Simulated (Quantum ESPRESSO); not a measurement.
# FeO in Quantum ESPRESSO: the effect of functional

The system is FeO.

```xyz
2
Lattice="0.0000 2.1554 2.1554 2.1554 0.0000 2.1554 2.1554 2.1554 0.0000" Properties=species:S:1:pos:R:3 pbc="T T T"
Fe    0.0000    0.0000    0.0000
O     2.1554    2.1554    2.1554
```

Alike in all runs:

| Item | Value |
| --- | --- |
| Program | Quantum ESPRESSO 7.5 |
| Task | phonons |
| Cutoff | 762 eV |
| Density cutoff | 6095 eV |
| k mesh | 4 × 4 × 4, shifted |
| Occupations | fermi-dirac, width 0.05 eV |
| Spin | collinear spin, ferromagnetic start |
| Starting moments | [3.0, 0.0] μB |

Each run relaxes the cell or the atoms first.

```tsv
functional	potentials or basis	relaxed volume (Å³/atom)
LDA	GBRV 1.5 LDA	9.25
PBE	GBRV 1.5 PBE	10.01
PBEsol	GBRV 1.5 PBEsol	9.58
PW91	GBRV 1.5 PBE	9.98
revPBE	GBRV 1.5 PBE	?
AM05	GBRV 1.5 PBE	9.60
```

Question: What does the run with functional revPBE give?

Answer: Relaxed volume 10.22 Å³/atom.

Caveats: all runs use coarse meshes; the mesh is thin for the phonons of a metal; a cell with one magnetic atom can't hold antiferromagnetic order, which such compounds often take; the potentials were made for another functional, which shifts forces and pressure (some runs); the acoustic modes lie far from zero, so the frequencies are unreliable (some runs); some modes are imaginary (some runs).
